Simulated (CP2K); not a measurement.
Crystal: CdS (Hawleyite).

```xyz
2
Lattice="4.1246 0.0000 0.0000 2.0623 3.5720 0.0000 2.0623 1.1907 3.3677" Properties=species:S:1:pos:R:3 pbc="T T T"
Cd    0.0000    0.0000    0.0000
S     6.1868    3.5720    2.5258
```

Base run:

| Quantity | Value |
| --- | --- |
| Program | CP2K 2026.2 |
| Functional | r2SCAN |
| Potentials or basis | POTENTIAL_UZH Cd GTH-PBE-q12, S GTH-PBE-q6; TZVP-MOLOPT-PBE-GTH basis |
| Density cutoff | 9184 eV |
| k mesh | 8 × 8 × 8 |
| Occupations | fermi-dirac, width 0.05 eV |
| Spin | no spin polarisation |

Its results: band gap on the k mesh 1.27 eV, direct; pressure 0.4 GPa.

Problem. The run is repeated on the same cell with these changes: functional from r2SCAN to optB88-vdW. What comes out?

Solution. Band gap on the k mesh 1.06 eV, direct; pressure 3.4 GPa.

Caveats: the potentials were made for another functional, which shifts forces and pressure; the basis of atomic orbitals isn't converged, which shifts pressures, moduli and gaps.

